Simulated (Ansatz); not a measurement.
Input of an Ansatz 0.2.0 run:

The input input.yaml:

```yaml
crystal:
  lattice:
    - [0.0, 1.9609, 1.9609]
    - [1.9609, 0.0, 1.9609]
    - [1.9609, 1.9609, 0.0]
  atoms:
    - { symbol: Pt, position: [0.0, 0.0, 0.0] }
kpoints:
  mp_grid: { grid: [12, 12, 12] }
scf:
  occupations: { method: gaussian, width: 0.017 }
hamiltonian:
  xc: pbe
  pseudopotentials: { kind: all_electron, lapw: { basis_error: 0.001 } }
output:
  forces: true
  stress: true
  eigenvalues: true
```

Potentials or basis: all-electron LAPW, scalar-relativistic.

Launch:

```sh
$ ansatz run input.yaml --threads 1 --pin off --max-ram 3072MiB --backend cpu --events-out ev --progress --plain --runs-dir out
```

(1) Predict the band gap on the k mesh.

(2) What does it give for the pressure?

Results:

(1) none (metal or under the smearing width).

(2) 10.2 GPa.
